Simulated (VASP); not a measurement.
Wanted: the native input for a VASP 6.6.1 run.

| Quantity | Value |
| --- | --- |
| Task | single point |
| Functional | r2SCAN |
| Potentials or basis | VASP PAW PBE potentials, release 64 (Mg, I) |
| Cutoff | 520 eV |
| k mesh | 6 × 6 × 6 |
| Occupations | gaussian, width 0.01 eV |
| Spin | no spin polarisation |
| Dipole correction | no |
| Further INCAR settings | ALGO = Normal; EDIFF = 1e-07; NBANDS = 15 |

MgI2:

```xyz
3
Lattice="0.0000 3.6539 3.7557 3.6539 0.0000 3.7557 3.6539 3.6539 0.0000" Properties=species:S:1:pos:R:3 pbc="T T T"
Mg    0.0000    0.0000    0.0000
I     1.8270    1.8270    1.8779
I     5.4809    5.4809    5.6336
```

The cell was built by a generator and needn't be a form met in nature.

The cell isn't the ideal one: biaxial_xy strain -2.7%.

The input as run:

POSCAR

```
MgI2
1.0
    0.0000000000      3.6539405592      3.7557205871
    3.6539405592      0.0000000000      3.7557205871
    3.6539405592      3.6539405592      0.0000000000
Mg I
1 2
Direct
    0.0000000000      0.0000000000      0.0000000000
    0.2500000000      0.2500000000      0.2500000000
    0.7500000000      0.7500000000      0.7500000000
```

INCAR.step1

```
SYSTEM = MgI2
ALGO = Normal
EDIFF = 1E-4
ENCUT = 520
GGA = PE
ISMEAR = 0
LASPH = .True.
LCHARG = .False.
LREAL = .False.
LWAVE = .True.
NBANDS = 15
NELM = 100
PREC = Accurate
SIGMA = 0.01
```

INCAR.step2

```
SYSTEM = MgI2
ALGO = Normal
EDIFF = 1E-7
ENCUT = 520
ISIF = 2
ISMEAR = 0
ISTART = 1
LASPH = .True.
LCHARG = .False.
LMIXTAU = .True.
LREAL = .False.
LWAVE = .False.
METAGGA = R2SCAN
NBANDS = 15
NELM = 100
PREC = Accurate
SIGMA = 0.01
```

KPOINTS

```
k-points
0
Gamma
  6 6 6
  0 0 0
```

Potentials or basis: VASP PAW PBE potentials, release 64 (Mg, I).

Launch:

```console
$ cat potpaw_PBE.64/Mg/POTCAR potpaw_PBE.64/I/POTCAR > POTCAR
$ cp INCAR.step1 INCAR
$ mpirun -np 1 vasp_std > vasp.out
$ cp INCAR.step2 INCAR
$ mpirun -np 1 vasp_std > vasp.out
```

It gave:

| Property | Result |
| --- | --- |
| Pressure | 1.8 GPa |
| Band gap on the k mesh | 1.20 eV, direct |

Caveat: the PAW data sets were made with another functional, which shifts forces and pressure a little; spin-orbit coupling is left out, which moves the levels of the heavy elements.

It took 2.2 min on 1 thread of Intel(R) Xeon(R) Platinum 8488C (Sapphire Rapids) (shared host), peak memory 0.27 GiB.
